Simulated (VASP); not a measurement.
# Zr in VASP: notebook

The runs below take Zr through single point, with PBE.

Program: VASP 6.6.1. These are calculated values, not measurements. Logs are shortened: lines on timing, memory, paths and dates and some standing lists are left out, and cuts for length are marked.

## 1. The structure

The cell holds a wire with vacuum, 2 atoms: a = 11.600 Å, b = 9.300 Å, c = 2.849 Å, α = 90.00°, β = 90.00°, γ = 90.00°.

## 2. Single point, PBE, collinear spin, typed start

INCAR reads:

```
SYSTEM = Zr
PREC = Accurate
ENCUT = 520
EDIFF = 1E-7
ISMEAR = 0
SIGMA = 0.05
LREAL = .False.
LASPH = .True.
NELM = 150
ALGO = Normal
ISIF = 2
LWAVE = .False.
LCHARG = .False.
ISPIN = 2
MAGMOM = 1.5 1.5
LORBIT = 11
LMAXMIX = 4
GGA = PE
NBANDS = 23
```

KPOINTS reads:

```
regular mesh
0
Gamma
  1 1 21
  0 0 0
```

POSCAR reads:

```
Zr
1.0
   11.6000000000      0.0000000000      0.0000000000
    0.0000000000      9.3000000000      0.0000000000
    0.0000000000      0.0000000000      2.8490738850
Zr
2
Direct
    0.3998934059      0.5000000000      0.0000000000
    0.6001065941      0.5000000000      0.5000000000
```

Potentials or basis: VASP PAW PBE potentials, release 64 (Zr_sv).

Launch:

```bash
$ cat potpaw_PBE.64/Zr_sv/POTCAR > POTCAR
$ mpirun -np 1 vasp_std > vasp.out
```

OUTCAR:

```text
SYSTEM = Zr
   PREC = Accurate
   ENCUT = 520
   EDIFF = 1E-7
   ISMEAR = 0
   LREAL = .False.
   LASPH = .True.
   NELM = 150
   ISIF = 2
   ISPIN = 2
   LORBIT = 11
   GGA = PE

 ion  position               nearest neighbor table
   1  0.400  0.500  0.000-   2 2.72   2 2.72
   2  0.600  0.500  0.500-   1 2.72   1 2.72

  LATTYP: Found a simple orthorhombic cell.
 ALAT       =     2.8490738850
 B/A-ratio  =     3.2642186112
 C/A-ratio  =     4.0714984827

  Lattice vectors:

 A1 = (   0.0000000000,   0.0000000000,  -2.8490738850)
 A2 = (   0.0000000000,   9.3000000000,   0.0000000000)
 A3 = (  11.6000000000,   0.0000000000,   0.0000000000)

Analysis of symmetry for initial positions (statically):
=====================================================================
 Subroutine PRICEL returns:
 Original cell was already a primitive cell.

 Routine SETGRP: Setting up the symmetry group for a
 simple orthorhombic supercell.

 Subroutine GETGRP returns: Found  8 space group operations
 (whereof  4 operations were pure point group operations)
 out of a pool of  8 trial point group operations.

The static configuration has the point symmetry C_2v.
 The point group associated with its full space group is D_2h.

Analysis of symmetry for dynamics (positions and initial velocities):
=====================================================================
 Subroutine PRICEL returns:
 Original cell was already a primitive cell.

 Routine SETGRP: Setting up the symmetry group for a
 simple orthorhombic supercell.

 Subroutine GETGRP returns: Found  8 space group operations
 (whereof  4 operations were pure point group operations)
 out of a pool of  8 trial point group operations.

The dynamic configuration has the point symmetry C_2v.
 The point group associated with its full space group is D_2h.

Analysis of structural, dynamic, and magnetic symmetry:
=====================================================================
 Subroutine PRICEL returns:
 Original cell was already a primitive cell.

 Routine SETGRP: Setting up the symmetry group for a
 simple orthorhombic supercell.

 Subroutine GETGRP returns: Found  8 space group operations
 (whereof  4 operations were pure point group operations)
 out of a pool of  8 trial point group operations.

The overall configuration has the point symmetry C_2v.
 The point group associated with its full space group is D_2h.

 Subroutine INISYM returns: Found  8 space group operations
 (whereof  4 operations are pure point group operations),
 and found     1 'primitive' translations

----------------------------------------------------------------------------------------

                                     Primitive cell

  volume of cell :     307.3581

  direct lattice vectors                    reciprocal lattice vectors
    11.600000000  0.000000000  0.000000000     0.086206897  0.000000000  0.000000000
     0.000000000  9.300000000  0.000000000     0.000000000  0.107526882  0.000000000
     0.000000000  0.000000000  2.849073885     0.000000000  0.000000000  0.350991249

  length of vectors
    11.600000000  9.300000000  2.849073885     0.086206897  0.107526882  0.350991249

  position of ions in fractional coordinates (direct lattice)
     0.399893406  0.500000000  0.000000000
     0.600106594  0.500000000  0.500000000

  ion indices of the primitive-cell ions
   primitive index   ion index
                 1           1
                 2           2

----------------------------------------------------------------------------------------

 KPOINTS: regular mesh

Automatic generation of k-mesh.
 Grid dimensions read from file:
 generate k-points for:    1    1   21

 Generating k-lattice:

  Cartesian coordinates                     Fractional coordinates (reciprocal lattice)
     0.086206897  0.000000000  0.000000000     1.000000000  0.000000000  0.000000000
     0.000000000  0.107526882  0.000000000     0.000000000  1.000000000  0.000000000
     0.000000000  0.000000000  0.016713869     0.000000000  0.000000000  0.047619048

  Length of vectors
     0.086206897  0.107526882  0.016713869

  Shift w.r.t. Gamma in fractional coordinates (k-lattice)
     0.000000000  0.000000000  0.000000000

 Subroutine IBZKPT returns following result:
 ===========================================

 Found     11 irreducible k-points:

 Following reciprocal coordinates:
            Coordinates               Weight
  0.000000  0.000000  0.000000      1.000000
  0.000000  0.000000  0.047619      2.000000
  0.000000  0.000000  0.095238      2.000000
  0.000000  0.000000  0.142857      2.000000
  0.000000  0.000000  0.190476      2.000000
  0.000000  0.000000  0.238095      2.000000
  0.000000  0.000000  0.285714      2.000000
  0.000000  0.000000  0.333333      2.000000
  0.000000  0.000000  0.380952      2.000000
  0.000000  0.000000  0.428571      2.000000
  0.000000  0.000000  0.476190      2.000000
   k-points           NKPTS =     11   k-points in BZ     NKDIM =     11   number of bands    NBANDS=     23
   number of dos      NEDOS =    301   number of ions     NIONS =      2
   total plane-waves  NPLWV = 151200
   dimension x,y,z NGX =    90 NGY =   70 NGZ =   24
   dimension x,y,z NGXF=   180 NGYF=  140 NGZF=   48
   ions per type =               2
   NGX,Y,Z   is equivalent  to a cutoff of  12.90, 12.51, 14.00 a.u.
   NGXF,Y,Z  is equivalent  to a cutoff of  25.80, 25.03, 28.01 a.u.
 SYSTEM =  Zr
   PREC   = accura    normal or accurate (medium, high low for compatibility)
   ISTART =      0    job   : 0-new  1-cont  2-samecut
   ICHARG =      2    charge: 1-file 2-atom 10-const
   ISPIN  =      2    spin polarized calculation?
   LNONCOLLINEAR =      F non collinear calculations
   LSORBIT =      F    spin-orbit coupling
   LASPH  =      T    aspherical Exc in radial PAW
   ENCUT  =  520.0 eV  38.22 Ry    6.18 a.u.  21.57 17.29  5.30*2*pi/ulx,y,z
   NELM   =    150;   NELMIN=  2; NELMDL= -5     # of ELM steps
   EDIFF  = 0.1E-06   stopping-criterion for ELM
   LREAL  =      F    real-space projection
   EDIFFG = 0.1E-05   stopping-criterion for IOM
   NSW    =      0    number of steps for IOM
   IBRION =     -1    ionic relax: 0-MD 1-quasi-New 2-CG
   NFREE  =      0    steps in history (QN), initial steepest desc. (CG)
   ISIF   =      2    stress and relaxation
   ISYM   =      2    0-nonsym 1-usesym 2-fastsym
   POTIM  = 0.5000    time-step for ionic-motion
   TEBEG  =    0.0;   TEEND  =   0.0 temperature during run
   PSTRESS=    0.0 pullay stress
   NELECT =      24.0000    total number of electrons
   NUPDOWN=      -1.0000    fix difference up-down
   EMIN   =  10.00;   EMAX   =-10.00  energy-range for DOS
   EFERMI =   0.00;   METHOD = LEGACY
   ISMEAR =     0;   SIGMA  =   0.05  broadening in eV -4-tet -1-fermi 0-gaus
   EFERMI_NEDOS =   21; number of points for ismear=-14 and -15
   IALGO  =     38    algorithm
   IMIX   =      4    mixing-type and parameters
     AMIX     =   0.40;   BMIX     =  1.00
     AMIX_MAG =   1.60;   BMIX_MAG =  1.00
  volume/ion in A,a.u.               =     153.68      1037.08
  Fermi-wavevector in a.u.,A,eV,Ry     =   0.699730  1.322298  6.661709  0.489622
  Thomas-Fermi vector in A             =   1.783689
   LORBIT       =     11    0 simple, 1 ext, 2 COOP (PROOUT), +10 PAW based schemes
   GGA     = PE    functional components
   LHFCALC =     F    Hartree Fock is set to
   AEXX    =    0.0000 exact exchange contribution
   IVDW    =     0    specifies the selected vdW correction
   LEPSILON=     F    determine dielectric tensor
   LRPA    =     F    only Hartree local field effects (RPA)
 spin polarized calculation
 Gauss-broadening in eV      SIGMA  =   0.05
  energy-cutoff  :      520.00
  volume of cell :      307.36
 maximum number of plane-waves:      8297
 NGX is ok and might be reduce to    90
   NGX = 43   NGY = 35   NGZ = 11

 number of electron      24.0000000 magnetization       0.4985667

 Free energy of the ion-electron system (eV)
  ---------------------------------------------------
  ext. energy  EPLUGINS =         0.00000000
  ---------------------------------------------------
  free energy    TOTEN  =       -12.19833786 eV

  energy without entropy =      -12.19444701  energy(sigma->0) =      -12.19639243

 E-fermi :  -1.5645     XC(G=0):  -3.2250

 val. band max:       -1.5842663505   @ k =   0.0000   0.0000   0.2857
 cond. band min:      -1.5570401533   @ k =   0.0000   0.0000   0.1429
 fundamental gap:      0.0272261972
 Fermi energy:        -1.5644846160

 spin component 1

 k-point     1 :       0.0000    0.0000    0.0000
  band No.  band energies     occupation
      1     -50.3841      1.00000
      2     -50.1153      1.00000
      3     -28.9993      1.00000
      4     -28.5317      1.00000
      5     -28.2922      1.00000
      6     -27.7067      1.00000
[... 15 lines left out ...]
     22       2.7120      0.00000
     23       2.7424      0.00000
[... 236 lines left out ...]
  band No.  band energies     occupation
      1     -50.0859      1.00000
      2     -50.0651      1.00000
      3     -29.1140      1.00000
      4     -29.1128      1.00000
      5     -28.2536      1.00000
      6     -28.2352      1.00000
[... 15 lines left out ...]
     22       5.0523      0.00000
     23       5.1711      0.00000
 Fermi energy:        -1.5644846160

 spin component 2

 k-point     1 :       0.0000    0.0000    0.0000
  band No.  band energies     occupation
      1     -50.3368      1.00000
      2     -50.0676      1.00000
      3     -28.9501      1.00000
      4     -28.4796      1.00000
      5     -28.2392      1.00000
      6     -27.6534      1.00000
[... 15 lines left out ...]
     22       2.8708      0.00000
     23       2.8773      0.00000
[... 237 lines left out ...]
      1     -50.0395      1.00000
      2     -50.0187      1.00000
      3     -29.0480      1.00000
      4     -29.0479      1.00000
      5     -28.2023      1.00000
      6     -28.1838      1.00000
[... 15 lines left out ...]
     22       5.2023      0.00000
     23       5.3519      0.00000

------------------------ aborting loop because EDIFF is reached ----------------------------------------

  FORCE on cell =-STRESS in cart. coord.  units (eV):
  Direction    XX          YY          ZZ          XY          YZ          ZX
  --------------------------------------------------------------------------------------
  -------------------------------------------------------------------------------------
  Total        0.1297233     -0.1037211      0.0190162      0.0000000      0.0000000      0.0000000
  in kB        0.6762137     -0.5406709      0.0991265      0.0000000      0.0000000      0.0000000
  external PRESSURE =       0.0782231 kB  Pullay stress =       0.0000000 kB

 VOLUME and BASIS-vectors are now :
 -----------------------------------------------------------------------------
  energy-cutoff  :      520.00
  volume of cell :      307.36
      direct lattice vectors                 reciprocal lattice vectors
    11.600000000  0.000000000  0.000000000     0.086206897  0.000000000  0.000000000
     0.000000000  9.300000000  0.000000000     0.000000000  0.107526882  0.000000000
     0.000000000  0.000000000  2.849073885     0.000000000  0.000000000  0.350991249

 POSITION                                       TOTAL-FORCE (eV/Angst)
 -----------------------------------------------------------------------------------
      4.63876      4.65000      0.00000        -0.020798      0.000000      0.000000
      6.96124      4.65000      1.42454         0.020798      0.000000      0.000000
 -----------------------------------------------------------------------------------
    total drift:                               -0.000000      0.000000      0.000000

  FREE ENERGIE OF THE ION-ELECTRON SYSTEM (eV)
  ---------------------------------------------------
  free  energy   TOTEN  =       -12.1983378563 eV

  energy  without entropy=      -12.1944470108  energy(sigma->0) =      -12.19639243

 total charge

# of ion       s       p       d       tot
------------------------------------------
    1        2.253   5.895   1.887  10.035
    2        2.253   5.895   1.887  10.035
--------------------------------------------------
tot          4.506  11.790   3.775  20.071

 magnetization (x)

# of ion       s       p       d       tot
------------------------------------------
    1        0.012   0.004   0.064   0.080
    2        0.012   0.004   0.064   0.080
--------------------------------------------------
tot          0.023   0.008   0.128   0.159
```

Wall time 3.5 min (1 thread of Intel Xeon 6975P-C (Granite Rapids), shared host); peak memory 0.52 GiB.

Results:

* Free energy: -12.1983 eV
* Largest force: 0.021 eV/Å
* Band gap on the k mesh: none (metal or under the smearing width)
* Net moment: 0.50 μB per cell
* Site moments: Zr +0.08 μB
* Valence electrons inside the program's atomic spheres: Zr 10.04

Forces in eV/Å, atoms in the order of the input:
```
Zr  -0.021  0.000  0.000
Zr   0.021  0.000  0.000
```

Levels at points of the mesh, in eV from the Fermi level:
Spin up:
```csv
k point,band 10,band 11,band 12,band 13,band 14,band 15
"(0.00, 0.00, 0.00)",-2.46,-0.70,-0.37,-0.11,0.60,1.15
```
Spin down:
```
           k point  band 9  band 10  band 11  band 12  band 13  band 14  band 15  band 16
(0.00, 0.00, 0.00)   -2.68    -2.32    -0.66    -0.28     0.24     0.85     1.34     1.43
```

## 3. Single point, PBE, collinear spin, typed start

This run uses another cell than the first one, of 164.73 Å³/atom, 1.072 times its volume.

INCAR reads:

```
SYSTEM = Zr
ALGO = Fast
EDIFF = 1E-6
ENCUT = 520
GGA = PE
ISIF = 2
ISMEAR = 0
ISPIN = 2
LASPH = .True.
LCHARG = .False.
LMAXMIX = 4
LORBIT = 11
LREAL = .False.
LWAVE = .False.
MAGMOM = 1.5 1.5
NBANDS = 23
NELM = 150
PREC = Accurate
SIGMA = 0.05
```

KPOINTS reads:

```
k-points
0
Gamma
  1 1 21
  0 0 0
```

POSCAR reads:

```
Zr
1.0
   11.6000000000      0.0000000000      0.0000000000
    0.0000000000      9.3000000000      0.0000000000
    0.0000000000      0.0000000000      3.0538900196
Zr
2
Direct
    0.3882359703      0.5000000000      0.0000000000
    0.6117640297      0.5000000000      0.5000000000
```

Potentials or basis: VASP PAW PBE potentials, release 64 (Zr_sv).

Launch:

```bash
$ cat potpaw_PBE.64/Zr_sv/POTCAR > POTCAR
$ mpirun -np 1 vasp_std > vasp.out
```

OUTCAR:

```text
SYSTEM = Zr
   EDIFF = 1E-6
   ENCUT = 520
   GGA = PE
   ISIF = 2
   ISMEAR = 0
   ISPIN = 2
   LASPH = .True.
   LORBIT = 11
   LREAL = .False.
   NELM = 150
   PREC = Accurate

 ion  position               nearest neighbor table
   1  0.388  0.500  0.000-   2 3.01   2 3.01
   2  0.612  0.500  0.500-   1 3.01   1 3.01

  LATTYP: Found a simple orthorhombic cell.
 ALAT       =     3.0538900196
 B/A-ratio  =     3.0452963074
 C/A-ratio  =     3.7984341039

  Lattice vectors:

 A1 = (   0.0000000000,   0.0000000000,  -3.0538900196)
 A2 = (   0.0000000000,   9.3000000000,   0.0000000000)
 A3 = (  11.6000000000,   0.0000000000,   0.0000000000)

Analysis of symmetry for initial positions (statically):
=====================================================================
 Subroutine PRICEL returns:
 Original cell was already a primitive cell.

 Routine SETGRP: Setting up the symmetry group for a
 simple orthorhombic supercell.

[... 473 lines left out ...]
      2     -50.7020      1.00000
      3     -29.0633      1.00000
      4     -28.9626      1.00000
      5     -28.8707      1.00000
      6     -28.4837      1.00000
[... 275 lines left out ...]
     22       4.3878      0.00000
     23       4.5157      0.00000

------------------------ aborting loop because EDIFF is reached ----------------------------------------

  FORCE on cell =-STRESS in cart. coord.  units (eV):
  Direction    XX          YY          ZZ          XY          YZ          ZX
  --------------------------------------------------------------------------------------
  -------------------------------------------------------------------------------------
  Total       -5.1959184     -0.0871401     -5.0159081      0.0000000      0.0000000      0.0000000
  in kB      -25.2684484     -0.4237742    -24.3930342      0.0000000      0.0000000      0.0000000
  external PRESSURE =     -16.6950856 kB  Pullay stress =       0.0000000 kB

 VOLUME and BASIS-vectors are now :
 -----------------------------------------------------------------------------
  energy-cutoff  :      520.00
  volume of cell :      329.45
      direct lattice vectors                 reciprocal lattice vectors
    11.600000000  0.000000000  0.000000000     0.086206897  0.000000000  0.000000000
     0.000000000  9.300000000  0.000000000     0.000000000  0.107526882  0.000000000
     0.000000000  0.000000000  3.053890020     0.000000000  0.000000000  0.327451216

 POSITION                                       TOTAL-FORCE (eV/Angst)
 -----------------------------------------------------------------------------------
      4.50354      4.65000      0.00000         2.066887      0.000000      0.000000
      7.09646      4.65000      1.52695        -2.066887      0.000000      0.000000
 -----------------------------------------------------------------------------------
    total drift:                                0.000000      0.000000      0.000000

  FREE ENERGIE OF THE ION-ELECTRON SYSTEM (eV)
  ---------------------------------------------------
  free  energy   TOTEN  =       -11.7092780353 eV

  energy  without entropy=      -11.7061659929  energy(sigma->0) =      -11.70772201

 total charge

# of ion       s       p       d       tot
------------------------------------------
    1        2.235   5.891   1.684   9.811
    2        2.235   5.891   1.684   9.811
--------------------------------------------------
tot          4.470  11.783   3.369  19.622

 magnetization (x)

# of ion       s       p       d       tot
------------------------------------------
    1        0.006   0.001   0.039   0.045
    2        0.006   0.001   0.039   0.045
--------------------------------------------------
tot          0.011   0.002   0.077   0.090
```

stdout:

```text
POSCAR found type information on POSCAR Zr
 POSCAR found :  1 types and       2 ions
 scaLAPACK will be used
 LDA part: xc-table for (Slater+PW92), standard interpolation
 POSCAR, INCAR and KPOINTS ok, starting setup
 FFT: planning ... GRIDC
 FFT: planning ... GRID_SOFT
 FFT: planning ... GRID
 WAVECAR not read
 entering main loop
```

Run time: 4.5 min. Hardware: 1 thread of Intel Xeon 6975P-C (Granite Rapids), shared host; peak memory 0.53 GiB.

Results:

```
Free energy                                           : -11.7093 eV
Largest force                                         : 2.067 eV/Å
Band gap on the k mesh                                : none (metal or under the smearing width)
Net moment                                            : 0.30 μB per cell
Site moments                                          : Zr +0.04 μB
Valence electrons inside the program's atomic spheres : Zr 9.81
```

Forces on the atoms (eV/Å):
```
Zr   2.067  0.000  0.000
Zr  -2.067  0.000  0.000
```
